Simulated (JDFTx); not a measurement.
CdS (Greenockite):

```xyz
4
Lattice="4.1500 0.0000 0.0000 -2.0750 3.5940 0.0000 0.0000 0.0000 6.7370" Properties=species:S:1:pos:R:3 pbc="T T T"
Cd    2.0750    1.1980    3.3685
Cd    0.0000    2.3960    0.0000
S     2.0750    1.1980    5.8949
S     0.0000    2.3960    2.5264
```

Program: JDFTx 1.7.0 (patched build). Alike in all runs: task single point; no spin polarisation; cell as given; cutoff (eV) 1388.

Q: Order these runs on this cell by their pressure, lowest first.
A. level LDA; potentials or basis PseudoDojo-SR-LDA-0.4.1-standard with smoothed tails; k mesh 3 × 3 × 2; smearing fermi-dirac 0.05 eV; mesh quality coarse
B. level RPBE; potentials or basis PseudoDojo-SR-PBE-0.5-standard with smoothed tails; k mesh 7 × 7 × 4; smearing gaussian 0.02 eV; mesh quality not flagged
C. level PBE; potentials or basis PseudoDojo-SR-PBE-0.5-standard with smoothed tails; k mesh 7 × 7 × 4; smearing gaussian 0.011 eV; mesh quality not flagged
D. level PBEsol; potentials or basis PseudoDojo-SR-PBEsol-0.4.1-standard with smoothed tails; k mesh 7 × 7 × 4; smearing fermi-dirac 0.05 eV; mesh quality not flagged

A: A (-2.8 GPa), D (-1.0 GPa), C (2.1 GPa), B (4.2 GPa).

Caveats: some runs use coarse meshes; the potentials were made for another functional, which shifts forces and pressure (some runs).

Not every run made on this cell is shown here.
